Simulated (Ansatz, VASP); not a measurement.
## AlP2: VASP beside Ansatz

```xyz
6
Lattice="3.4467 0.0000 0.0000 -1.7233 2.9849 0.0000 0.0000 0.0000 9.4415" Properties=species:S:1:pos:R:3 pbc="T T T"
Al    0.0000    1.9899    3.5529
Al    1.7233    0.9950    8.2737
P     0.0000    1.9899    0.4112
P     1.7233    0.9950    5.1320
P     0.0000    0.0000    1.9367
P     0.0000    0.0000    6.6575
```

Alike in both runs: functional PBE; k mesh 6 × 6 × 2; occupations gaussian, width 0.1 eV; no spin polarisation.

Ansatz relaxed the structure, and its values are those at the end. VASP's run is a single point on that final structure, the one shown.

|  | VASP | Ansatz |
| --- | --- | --- |
| version | VASP 6.6.1 | Ansatz 0.2.0 |
| potentials or method | VASP PAW PBE potentials, release 64 (Al, P) | scalar-relativistic, plane waves, PAW |
| plane-wave cutoff (eV) | 520 | 420 |
| valence electrons in the cell | 26 | 26 |

```tsv
	VASP	Ansatz	Ansatz less VASP
gap on the k mesh at the Fermi level (eV)	none	none	-
pressure (GPa)	-0.2	0.0	+0.12
rms of the force components (eV/Å)	0.004	0.002	-0.0023
```

A gap of «none» marks a metal or a gap that the smearing closes. With one functional, cell and mesh, what is left measures potentials, basis and numerics.
